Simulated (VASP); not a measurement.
CeO:

```
Ce O
1.0
     0.00000    2.63318    2.63318
     2.63318    0.00000    2.63318
     2.63318    2.63318    0.00000
Ce O
1 1
Direct
  0.00000 0.00000 0.00000
  0.25000 0.25000 0.25000
```

The cell comes from a database or a generator and needn't be the stable form of this composition.

Base run:

```yaml
Program: VASP 6.6.1
Functional: PBE
Potentials_or_basis: VASP PAW PBE potentials, release 64 (Ce, O)
Cutoff: 520 eV
k_mesh: 6 × 6 × 6
Occupations: gaussian, width 0.05 eV
Spin: collinear spin, ferromagnetic start
Starting_moments: "[1.0, 0.0] μB"
Fixed_moment: 4 μB
Hubbard_terms: Ce f U = 5 eV
```

Its results: pressure 30.6 GPa; net moment 4.00 μB per cell; site moments Ce +1.88; O +0.82 μB.

Q: The run is repeated on the same cell with these changes: fixed moment from 4 μB to none; further incar settings from ALGO = Normal; EDIFF = 1e-06; NBANDS = 20 to ALGO = Fast; EDIFF = 1e-07. What comes out?

A: Pressure 22.3 GPa; net moment 0.96 μB per cell; site moments Ce +0.90; O -0.04 μB.

Caveats: the magnetic or orbital state may not be the lowest; the moment is held away from its start (some runs); a pressure of tens of GPa on the cell as given is suspect, and the run, the potentials or the cell itself is likely at fault (some runs); the total moment is fixed, so each spin has its own Fermi level (some runs).
